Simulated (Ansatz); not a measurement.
Write the native input for Ansatz 0.2.0 that does the following.

```
Task                : relaxation of the atoms
Functional          : PBE
Dispersion          : D3(BJ)
Potentials or basis : all-electron LAPW, point nuclei
Basis error allowed : 0.001 eV/atom
k mesh              : 5 × 5 × 5
Occupations         : methfessel-paxton, width 0.05 eV
Spin                : spin-orbit coupling, no magnetisation
```

Crystal: Bi.

```
Bi
1.0
     2.24439    1.26478    3.87548
    -2.30965    1.24726    3.91887
    -0.04779   -2.67854    3.95252
Bi
2
Direct
  0.76600 0.76600 0.76600
  0.23400 0.23400 0.23400
```

The cell isn't the ideal one: cell strained at random at fixed volume.

These files were run (other wordings do the same):

input.yaml

```yaml
crystal:
  lattice:
    - [2.244395, 1.264777, 3.875476]
    - [-2.309645, 1.247264, 3.918869]
    - [-0.047792, -2.678536, 3.952522]
  atoms:
    - { symbol: Bi, position: [0.766, 0.766, 0.766] }
    - { symbol: Bi, position: [0.234, 0.234, 0.234] }
kpoints:
  mp_grid: { grid: [5, 5, 5] }
scf:
  occupations: { method: methfessel_paxton, width: 0.05 }
hamiltonian:
  xc: pbe
  dispersion: d3bj
  pseudopotentials:
    kind: all_electron
    lapw: { basis_error: 0.001 }
    nuclear_model: point
magnetization:
  noncollinear: true
  spin_orbit: true
output:
  forces: true
  stress: true
relax:
  f_tol: 0.02
  max_steps: 60
```

Potentials or basis: all-electron LAPW, point nuclei.

Run with:

```bash
$ ansatz run input.yaml --threads 1 --pin off --max-ram 2560MiB --backend cpu --events-out ev --progress --plain --runs-dir out
```

Results of the run:

| Quantity | Value |
| --- | --- |
| Energy gained by relaxing | 7.4 meV/atom |
| Ionic steps | 4 |
| Pressure after relaxing | 0.5 GPa |
| Largest force after relaxing | 0.012 eV/Å |
| Band gap on the k mesh | 0.06 eV |

Caveat: an odd mesh through Γ misses points on the zone boundary, where band edges often lie.

Wall time 5.1 min on 1 thread of Intel(R) Xeon(R) 6975P-C (Granite Rapids) (shared host), peak memory 0.92 GiB.
